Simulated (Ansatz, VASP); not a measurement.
One calculation of BN, two programs

The input INCAR:

```
SYSTEM = BN
ALGO = Normal
EDIFF = 1E-8
ENCUT = 520
GGA = PE
ISIF = 2
ISMEAR = -1
LASPH = .TRUE.
LCHARG = .FALSE.
LEFG = .TRUE.
LREAL = .FALSE.
LWAVE = .FALSE.
NBANDS = 16
NELM = 80
PREC = Accurate
SIGMA = 0.02
```

KPOINTS

```
k-points
0
G
  11 11 4
  0 0 0
```

Contents of POSCAR:

```
BN
1.0
    2.5039917043      0.0000000000      0.0000000000
   -1.2519958522      2.1685204268      0.0000000000
    0.0000000000      0.0000000000      6.8610360000
B N
2 2
Direct
    0.3333333333      0.6666666667      0.2500000000
    0.6666666667      0.3333333333      0.7500000000
    0.3333333333      0.6666666667      0.7500000000
    0.6666666667      0.3333333333      0.2500000000
```

Input for Ansatz:

```yaml
crystal:
  lattice:
    - [2.5039917043, 0.0, 0.0]
    - [-1.2519958522, 2.1685204268, 0.0]
    - [0.0, 0.0, 6.861036]
  atoms:
    - { symbol: B, position: [0.3333333333, 0.6666666667, 0.25] }
    - { symbol: B, position: [0.6666666667, 0.3333333333, 0.75] }
    - { symbol: "N", position: [0.3333333333, 0.6666666667, 0.75] }
    - { symbol: "N", position: [0.6666666667, 0.3333333333, 0.25] }
kpoints:
  mp_grid: { grid: [11, 11, 4] }
scf:
  occupations: { method: fermi_dirac, width: 0.02 }
hamiltonian:
  xc: pbe
  pseudopotentials: { kind: all_electron, datasets: crystal }
output:
  forces: true
  stress: true
  eigenvalues: true
  efg: { contact_densities: true }
```

Change from the starting cell: zz strain of +3 %, crystal datasets.

Alike in both runs: task electric field gradients; functional PBE; k mesh 11 × 11 × 4; occupations fermi-dirac, width 0.02 eV; no spin polarisation.

```csv
,VASP,Ansatz
version,VASP 6.6.1,Ansatz 0.2.0
potentials or method,"VASP PAW PBE potentials, release 64 (B, N)","all-electron PAW with datasets made for the crystal, scalar-relativistic"
plane-wave cutoff (eV),520,see its input
```

```csv
,VASP,Ansatz,Ansatz less VASP
gap on the k mesh at the Fermi level (eV),4.38,4.38,0.000
pressure (GPa),3.0,2.9,-0.10
largest component of the traceless stress (GPa),1.17,0.91,-0.254
Vzz of the field gradient on the site that differs most (V/Å²),35.0,28.9,-6.09
```

Ansatz ran all-electron here, so the differences hold the error of VASP's frozen core and of both bases.

Caveats: an odd mesh through Γ misses points on the zone boundary, where band edges often lie; this functional lacks dispersion, which binds the layers, so the pressure and a relaxed spacing across them are unreliable.
